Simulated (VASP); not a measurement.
Wanted: the native input for a VASP 6.6.1 run.

* Task: band structure
* Functional: PBE0
* Potentials or basis: VASP PAW PBE potentials, release 64 (Pb_d, Se)
* Cutoff: 520 eV
* k mesh: 6 × 6 × 6
* Occupations: gaussian, width 0.03 eV
* Spin: no spin polarisation
* Grid for exact exchange (PRECFOCK): Fast
* Exchange at q = 0: truncated
* Further INCAR settings: ALGO = Normal; EDIFF = 1e-06; NBANDS = 17

PbSe (Clausthalite):

```
Pb Se
1.0
     0.00000    3.05199    3.05199
     3.05199    0.00000    3.05199
     3.05199    3.05199    0.00000
Pb Se
1 1
Cartesian
  0.0000 0.0000 0.0000
  3.0520 3.0520 3.0520
```

One way to write it, as run:

POSCAR

```
PbSe                                    
1.0
    0.0000000000      3.0519897382      3.0519897382
    3.0519897382      0.0000000000      3.0519897382
    3.0519897382      3.0519897382      0.0000000000
  Pb              Se            
     1     1
Direct
     0.0000000000000000    0.0000000000000000    0.0000000000000000
     0.5000000000000000    0.5000000000000000    0.5000000000000000
```

INCAR.step1

```
PREC = Accurate
ENCUT = 520
EDIFF = 1E-5
ISMEAR = 0
SIGMA = 0.03
LREAL = False
LASPH = True
NELM = 80
ALGO = Normal
ISIF = 2
LWAVE = True
LCHARG = False
NBANDS = 17
KPAR = 8
GGA = PE
```

INCAR.step2

```
PREC = Accurate
ENCUT = 520
EDIFF = 1E-6
ISMEAR = 0
SIGMA = 0.03
LREAL = False
LASPH = True
NELM = 80
ALGO = Normal
ISIF = 2
LWAVE = False
LCHARG = False
GGA = PE
LHFCALC = True
AEXX = 0.25
PRECFOCK = Fast
HFRCUT = -1
NBANDS = 17
KPAR = 8
ISTART = 1
```

KPOINTS

```
Automatic mesh
0
Gamma
  6 6 6
```

KPOINTS_OPT

```
explicit points
6
Reciprocal
 0.0000000000  0.0000000000  0.0000000000 1
 0.3750000000  0.3750000000  0.7500000000 1
 0.5000000000  0.5000000000  0.5000000000 1
 0.6250000000  0.2500000000  0.6250000000 1
 0.5000000000  0.2500000000  0.7500000000 1
 0.5000000000  0.0000000000  0.5000000000 1
```

Potentials or basis: VASP PAW PBE potentials, release 64 (Pb_d, Se).

Run with:

```bash
$ cat potpaw_PBE.64/Pb_d/POTCAR potpaw_PBE.64/Se/POTCAR > POTCAR
$ cp INCAR.step1 INCAR
$ mpirun -np 8 vasp_std > vasp.out
$ cp INCAR.step2 INCAR
$ mpirun -np 8 vasp_std > vasp.out
```

It gave:

* Pressure: 1.7 GPa
* Band gap on the k mesh: 1.21 eV, direct
* Band gap along the path: 1.21 eV, direct

Caveat: the PAW data sets were made with another functional, which shifts forces and pressure a little; spin-orbit coupling is left out, which as a rule narrows the gap of such compounds by several tenths of an eV.

It took 7.2 min on 8 MPI ranks on Intel(R) Xeon(R) Platinum 8488C (Sapphire Rapids) (shared host), peak memory 0.23 GiB a rank.
